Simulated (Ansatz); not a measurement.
What a trial cell of P relaxes into

Level of theory: Ansatz 0.2.0, DFT PBE, scalar-relativistic, plane waves, PAW. Cutoff 420 eV, Gaussian smearing, Γ-centred meshes. Cell and atoms relax first on a coarse mesh and then on a finer one. In between, the cell is made exact in the group found at 0.06 Å. In metals the finer mesh still leaves noise of several meV/atom or more. The steps can't lower the symmetry of their start. No spin polarisation.

Recipe of this trial structure of P: 3-, 4-connected net of one element (Amm2, No. 38). The dimensions are guesses.

```
P
1.0
     6.15423    0.00000    0.00000
     0.00000    4.13220    2.85429
     0.00000   -4.13220    2.85429
P
8
Direct
  0.21898 0.51024 0.01683
  0.78102 0.01683 0.51024
  0.21898 0.01683 0.51024
  0.78102 0.51024 0.01683
  0.00000 0.83828 0.18569
  0.00000 0.18569 0.83828
  0.50000 0.20636 0.45410
  0.50000 0.45410 0.20636
```

Energies count from the standard state of P at the same level. The references include black phosphorus.

Problem. What does it relax into?

Solution. The symmetry goes from Amm2 (No. 38) to I4/mmm (No. 139), and the primitive cell from 8 to 4 atoms. The volume per atom shrinks by 4.4 %, from 18.1 to 17.3 Å³. The shortest distance goes from 2.04 Å (P–P) to 2.30 Å (P–P). The energy falls by about 0.66 eV/atom (the start's value is from the coarse mesh). The end is written in a standard setting, so origin, axes and order of atoms can differ from the start's. Conventional cell: a = 4.585 Å, c = 6.602 Å. P on a site of symmetry -4m2 has 4 P at 2.35 Å; P on a site of symmetry 4mm is surrounded by 5 P at 2.30–2.35 Å.

```
P
1.0
    -2.29250    2.29250    3.30107
     2.29250   -2.29250    3.30107
     2.29250    2.29250   -3.30107
P
4
Direct
  0.25000 0.75000 0.50000
  0.75000 0.25000 0.50000
  0.67411 0.67411 0.00000
  0.32589 0.32589 0.00000
```

Problem. Give its energy and gap.

Solution.

* Energy over the standard state: +0.24 eV/atom
* Gap on the 14×14×14 mesh of the 4-atom cell: 0 eV (a metal)

It lies above the standard state, so it could only be metastable.

The last run used Gaussian smearing of 0.10 eV. The reference form of P is held partly by dispersion forces, which this level lacks. A structure relaxed within its symmetry needn't be a true minimum. In all, the 3 runs took 5.1 min on 1 thread of Arm Neoverse V1, on a shared host. Another cell of P relaxed alike, in Pm-3m, lies 153 meV/atom lower, so this cell isn't the stable form at this level.
